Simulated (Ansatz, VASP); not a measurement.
Two plane-wave programs on HgTe

File INCAR:

```
SYSTEM = HgTe
ALGO     = Fast           ! electronic algorithm
EDIFF    = 1E-6           ! SCF threshold, eV
ENCUT    = 520            ! plane-wave cutoff, eV
GGA      = PE             ! functional
ISIF     = 2              ! what is computed and relaxed
ISMEAR   = 0              ! smearing method
LASPH    = .True.         ! aspherical terms in the spheres
LCHARG   = .False.        ! write CHGCAR
LREAL    = .False.        ! projectors in reciprocal space
LWAVE    = .False.        ! write WAVECAR
NBANDS   = 16             ! bands
NELM     = 100            ! most SCF steps
PREC     = Accurate       ! precision mode
SIGMA    = 0.15           ! smearing width, eV
```

Contents of KPOINTS:

```
k-points
0
Gamma
  14 14 14
  0 0 0
```

File POSCAR:

```
HgTe
1.0
    0.0000000000      3.1078881700      3.0771170000
    3.0771170000      0.0000000000      3.0771170000
    3.0771170000      3.1078881700      0.0000000000
Hg Te
1 1
Direct
    0.0000000000      0.0000000000      0.0000000000
    0.5000000000      0.5000000000      0.5000000000
```

Input for Ansatz:

```yaml
crystal:
  lattice:
    - [0.0, 3.10788817, 3.077117]
    - [3.077117, 0.0, 3.077117]
    - [3.077117, 3.10788817, 0.0]
  atoms:
    - { symbol: Hg, position: [0.0, 0.0, 0.0] }
    - { symbol: Te, position: [0.5, 0.5, 0.5] }
basis:
  ecutwfc: 420
kpoints:
  mp_grid: { grid: [14, 14, 14] }
hamiltonian:
  xc: pbe
scf:
  occupations: { method: gaussian, width: 0.15 }
output:
  forces: true
  stress: true
  eigenvalues: true
```

Change from the starting cell: strain +0.0100 x Voigt [0, 1, 0, 0, 0, 0], atoms carried along.

Alike in both runs: task single point; functional PBE; k mesh 14 × 14 × 14; occupations gaussian, width 0.15 eV; no spin polarisation.

|  | VASP | Ansatz |
| --- | --- | --- |
| version | VASP 6.6.1 | Ansatz 0.2.0 |
| potentials or method | VASP PAW PBE potentials, release 64 (Hg, Te) | scalar-relativistic, plane waves, PAW |
| plane-wave cutoff (eV) | 520 | 420 |
| valence electrons in the cell | 18 | 36 |

Ansatz gave:

```
gap on the k mesh at the Fermi level (eV)       : none
pressure (GPa)                                  : -0.7
largest component of the traceless stress (GPa) : 0.25
```

**Question.** What did VASP give for the same quantities?

**Answer.** gap on the k mesh at the Fermi level (eV): none; pressure (GPa): -0.6; largest component of the traceless stress (GPa): 0.25.

A gap of «none» marks a metal or a gap that the smearing closes. The two sets of potentials don't hold the same shells in valence.

Spin-orbit coupling is left out, which matters for the levels of Hg, Te.
